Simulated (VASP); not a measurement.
# Zn (Im-3m) in VASP: further runs

The runs below take Zn through single point, with TPSSh, AM05.

Everything below comes from runs of VASP 6.6.1. Logs are shortened: lines on timing, memory, paths and dates and some standing lists are left out, and cuts for length are marked.

### 1 Starting point

It takes space group Im-3m (No. 229, cubic). Conventional cell: a = 3.138 Å, b = 3.138 Å, c = 3.138 Å, α = 90.00°, β = 90.00°, γ = 90.00°. Zn (site symmetry m-3m) is surrounded by 8 Zn at 2.72 Å.

This isn't the form of Zn at room conditions, which is hcp.

### 2 Single point, TPSSh (volume scaled by 0.92)

Input file run.py:

```python
from ase.calculators.vasp import Vasp
from ase.dft.bandgap import bandgap
from ase.io import read

atoms = read('Zn.cif', primitive_cell=True, subtrans_included=False)
calc = Vasp(
    directory='calc',
    pp='PBE',
    setups='recommended',
    prec='Accurate',
    encut=520,
    ediff=1e-06,
    ismear=1,
    sigma=0.1,
    lreal=False,
    lasph=True,
    nelm=60,
    algo='Normal',
    isif=2,
    lwave=False,
    lcharg=False,
    metagga='TPSS',
    lhfcalc=True,
    aexx=0.1,
    lmixtau=True,
    precfock='Normal',
    hfrcut=-1,
    kpts=[6, 6, 6],
    gamma=True,
    nbands=12,
)
atoms.calc = calc

print('energy (eV):', atoms.get_potential_energy())
print('free energy (eV):', atoms.get_potential_energy(force_consistent=True))
print('forces (eV/A):')
print(atoms.get_forces())
print('stress (eV/A^3, Voigt):', atoms.get_stress())
print('Fermi level (eV):', calc.get_fermi_level())
gap, top, bottom = bandgap(calc)
print('band gap (eV):', gap, 'from (spin, k, band)', top, 'to', bottom)
```

Input file Zn.cif:

```cif
data_Zn
_cell_length_a 3.05205571
_cell_length_b 3.05205571
_cell_length_c 3.05205571
_cell_angle_alpha 90.00000000
_cell_angle_beta 90.00000000
_cell_angle_gamma 90.00000000
_space_group_name_H-M_alt 'Im-3m'
_space_group_name_Hall '-I 4 2 3'
_space_group_IT_number 229
loop_
_space_group_symop_operation_xyz
'x,y,z'
'-x,-y,-z'
'-y,x,z'
'y,-x,-z'
'-x,-y,z'
'x,y,-z'
'y,-x,z'
'-y,x,-z'
'x,-y,-z'
'-x,y,z'
'-y,-x,-z'
'y,x,z'
'-x,y,-z'
'x,-y,z'
'y,x,-z'
'-y,-x,z'
'z,x,y'
'-z,-x,-y'
'z,-y,x'
'-z,y,-x'
'z,-x,-y'
'-z,x,y'
'z,y,-x'
'-z,-y,x'
'-z,x,-y'
'z,-x,y'
'-z,-y,-x'
'z,y,x'
'-z,-x,y'
'z,x,-y'
'-z,y,x'
'z,-y,-x'
'y,z,x'
'-y,-z,-x'
'x,z,-y'
'-x,-z,y'
'-y,z,-x'
'y,-z,x'
'-x,z,y'
'x,-z,-y'
'-y,-z,x'
'y,z,-x'
'-x,-z,-y'
'x,z,y'
'y,-z,-x'
'-y,z,x'
'x,-z,y'
'-x,z,-y'
'x+1/2,y+1/2,z+1/2'
'-x+1/2,-y+1/2,-z+1/2'
'-y+1/2,x+1/2,z+1/2'
'y+1/2,-x+1/2,-z+1/2'
'-x+1/2,-y+1/2,z+1/2'
'x+1/2,y+1/2,-z+1/2'
'y+1/2,-x+1/2,z+1/2'
'-y+1/2,x+1/2,-z+1/2'
'x+1/2,-y+1/2,-z+1/2'
'-x+1/2,y+1/2,z+1/2'
'-y+1/2,-x+1/2,-z+1/2'
'y+1/2,x+1/2,z+1/2'
'-x+1/2,y+1/2,-z+1/2'
'x+1/2,-y+1/2,z+1/2'
'y+1/2,x+1/2,-z+1/2'
'-y+1/2,-x+1/2,z+1/2'
'z+1/2,x+1/2,y+1/2'
'-z+1/2,-x+1/2,-y+1/2'
'z+1/2,-y+1/2,x+1/2'
'-z+1/2,y+1/2,-x+1/2'
'z+1/2,-x+1/2,-y+1/2'
'-z+1/2,x+1/2,y+1/2'
'z+1/2,y+1/2,-x+1/2'
'-z+1/2,-y+1/2,x+1/2'
'-z+1/2,x+1/2,-y+1/2'
'z+1/2,-x+1/2,y+1/2'
'-z+1/2,-y+1/2,-x+1/2'
'z+1/2,y+1/2,x+1/2'
'-z+1/2,-x+1/2,y+1/2'
'z+1/2,x+1/2,-y+1/2'
'-z+1/2,y+1/2,x+1/2'
'z+1/2,-y+1/2,-x+1/2'
'y+1/2,z+1/2,x+1/2'
'-y+1/2,-z+1/2,-x+1/2'
'x+1/2,z+1/2,-y+1/2'
'-x+1/2,-z+1/2,y+1/2'
'-y+1/2,z+1/2,-x+1/2'
'y+1/2,-z+1/2,x+1/2'
'-x+1/2,z+1/2,y+1/2'
'x+1/2,-z+1/2,-y+1/2'
'-y+1/2,-z+1/2,x+1/2'
'y+1/2,z+1/2,-x+1/2'
'-x+1/2,-z+1/2,-y+1/2'
'x+1/2,z+1/2,y+1/2'
'y+1/2,-z+1/2,-x+1/2'
'-y+1/2,z+1/2,x+1/2'
'x+1/2,-z+1/2,y+1/2'
'-x+1/2,z+1/2,-y+1/2'
loop_
_atom_site_label
_atom_site_type_symbol
_atom_site_symmetry_multiplicity
_atom_site_Wyckoff_symbol
_atom_site_fract_x
_atom_site_fract_y
_atom_site_fract_z
_atom_site_occupancy
Zn1 Zn 2 a 0.0000000000 0.0000000000 0.0000000000 1
```

Potentials or basis: VASP PAW PBE potentials, release 64 (Zn).

The run is started by

```bash
$ python run.py
```

Log:

```text
energy (eV): -8.28864554
free energy (eV): -8.28901906
forces (eV/A):
[[ 0.  0. -0.]]
stress (eV/A^3, Voigt): [-0.01701193 -0.01701193 -0.01701193  0.          0.          0.        ]
Fermi level (eV): 4.17645232
band gap (eV): 0.0 from (spin, k, band) (None, None, None) to (None, None, None)
```

OUTCAR:

```text
AEXX = 0.100000
   ENCUT = 520.000000
   EDIFF = 1.00e-06
   METAGGA = TPSS
   PREC = Accurate
   PRECFOCK = Normal
   ISIF = 2
   ISMEAR = 1
   NELM = 60
   LASPH = .TRUE.
   LHFCALC = .TRUE.
   LREAL = .FALSE.

 ion  position               nearest neighbor table
   1  0.000  0.000  0.000-

  LATTYP: Found a body centered cubic cell.
 ALAT       =     3.0520557100

  Lattice vectors:

 A1 = (  -1.5260278550,   1.5260278550,   1.5260278550)
 A2 = (   1.5260278550,  -1.5260278550,   1.5260278550)
 A3 = (   1.5260278550,   1.5260278550,  -1.5260278550)

Analysis of symmetry for initial positions (statically):
=====================================================================
 Subroutine PRICEL returns:
 Original cell was already a primitive cell.

 Routine SETGRP: Setting up the symmetry group for a
 body centered cubic supercell.

 Subroutine GETGRP returns: Found 48 space group operations
 (whereof 48 operations were pure point group operations)
 out of a pool of 48 trial point group operations.

The static configuration has the point symmetry O_h .

Analysis of symmetry for dynamics (positions and initial velocities):
=====================================================================
 Subroutine PRICEL returns:
 Original cell was already a primitive cell.

 Routine SETGRP: Setting up the symmetry group for a
 body centered cubic supercell.

 Subroutine GETGRP returns: Found 48 space group operations
 (whereof 48 operations were pure point group operations)
 out of a pool of 48 trial point group operations.

The dynamic configuration has the point symmetry O_h .
[... 129 lines left out ...]
  energy-cutoff  :      520.00
  volume of cell :       14.22
 maximum number of plane-waves:       394
  NGX = 16; NGY = 16; NGZ = 16

 number of electron      11.9999981 magnetization

 Free energy of the ion-electron system (eV)
  ---------------------------------------------------
  ext. energy  EPLUGINS =         0.00000000
  ---------------------------------------------------
  free energy    TOTEN  =        -8.28901906 eV

  energy without entropy =       -8.28789850  energy(sigma->0) =       -8.28864554

 E-fermi :   4.1765     XC(G=0): -11.4039

 val. band max:        3.2498042759   @ k =   0.5000   0.5000   0.1667
 cond. band min:       4.2074782543   @ k =   0.3333   0.1667   0.1667
 fundamental gap:      0.9576739785
 Fermi energy:         4.1764523211

 k-point     1 :       0.0000    0.0000    0.0000
  band No.  band energies     occupation
      1      -8.0394      2.00000
      2      -5.5722      2.00000
      3      -5.5722      2.00000
      4      -5.5722      2.00000
      5      -5.0099      2.00000
      6      -5.0099      2.00000
      7      24.9464      0.00000
      8      24.9464      0.00000
      9      24.9465      0.00000
     10      25.4013      0.00000
     11      25.4013      0.00000
     12      25.4013      0.00000
[... 211 lines left out ...]
 k-point    16 :       0.5000    0.5000    0.5000
  band No.  band energies     occupation
      1      -6.2369      2.00000
      2      -6.2369      2.00000
      3      -4.6877      2.00000
      4      -4.6877      2.00000
      5      -4.6877      2.00000
      6       8.3937      0.00000
      7       8.3938      0.00000
      8       8.3938      0.00000
      9      12.7472      0.00000
     10      12.7472      0.00000
     11      12.8325      0.00000
     12      38.6785      0.00000

------------------------ aborting loop because EDIFF is reached ----------------------------------------

  FORCE on cell =-STRESS in cart. coord.  units (eV):
  Direction    XX          YY          ZZ          XY          YZ          ZX
  --------------------------------------------------------------------------------------
  -------------------------------------------------------------------------------------
  Total        0.2418248      0.2418248      0.2418248     -0.0000000     -0.0000000     -0.0000000
  in kB       27.2561229     27.2561229     27.2561229     -0.0000000     -0.0000000     -0.0000000
  external PRESSURE =      27.2561229 kB  Pullay stress =       0.0000000 kB

 VOLUME and BASIS-vectors are now :
 -----------------------------------------------------------------------------
  energy-cutoff  :      520.00
  volume of cell :       14.22
      direct lattice vectors                 reciprocal lattice vectors
    -1.526027855  1.526027855  1.526027855     0.000000000  0.327648017  0.327648017
     1.526027855 -1.526027855  1.526027855     0.327648017  0.000000000  0.327648017
     1.526027855  1.526027855 -1.526027855     0.327648017  0.327648017  0.000000000

 POSITION                                       TOTAL-FORCE (eV/Angst)
 -----------------------------------------------------------------------------------
      0.00000      0.00000      0.00000         0.000000      0.000000     -0.000000
 -----------------------------------------------------------------------------------
    total drift:                               -0.000000     -0.000000     -0.000000

  FREE ENERGIE OF THE ION-ELECTRON SYSTEM (eV)
  ---------------------------------------------------
  free  energy   TOTEN  =        -8.2890190645 eV

  energy  without entropy=       -8.2878985016  energy(sigma->0) =       -8.28864554
```

INCAR:

```text
AEXX = 0.100000
ENCUT = 520.000000
SIGMA = 0.100000
HFRCUT = -1.000000
EDIFF = 1.00e-06
ALGO = Normal
METAGGA = TPSS
PREC = Accurate
PRECFOCK = Normal
ISIF = 2
ISMEAR = 1
NBANDS = 12
NELM = 60
LASPH = .TRUE.
LCHARG = .FALSE.
LHFCALC = .TRUE.
LWAVE = .FALSE.
LMIXTAU = .TRUE.
LREAL = .FALSE.
```

Run time: 7.6 min. Hardware: 1 thread of AMD EPYC 9R45 (Zen 5), shared host; peak memory 0.1 GiB.

Results:

```yaml
Free_energy: -8.2890 eV
Pressure: 2.7 GPa
Band_gap_on_the_k_mesh: none (metal or under the smearing width)
```

Levels at points of the mesh, in eV from the Fermi level:
```
           k point  band 3  band 4  band 5  band 6  band 7  band 8  band 9  band 10
(0.00, 0.00, 0.00)   -9.75   -9.75   -9.19   -9.19   20.77   20.77   20.77    21.22
(0.50, 0.00, 0.00)   -9.21   -9.15   -8.78   -3.85   -1.54   12.12   13.17    15.91
(0.50, 0.50, 0.50)   -8.86   -8.86   -8.86    4.22    4.22    4.22    8.57     8.57
```

Caveat: the k mesh is coarse (spacing up to 0.49 Å⁻¹), so the values aren't converged, least of all with exact exchange; the PAW data sets were made with another functional, which shifts forces and pressure a little.

(Continued in part 2 of 2.)
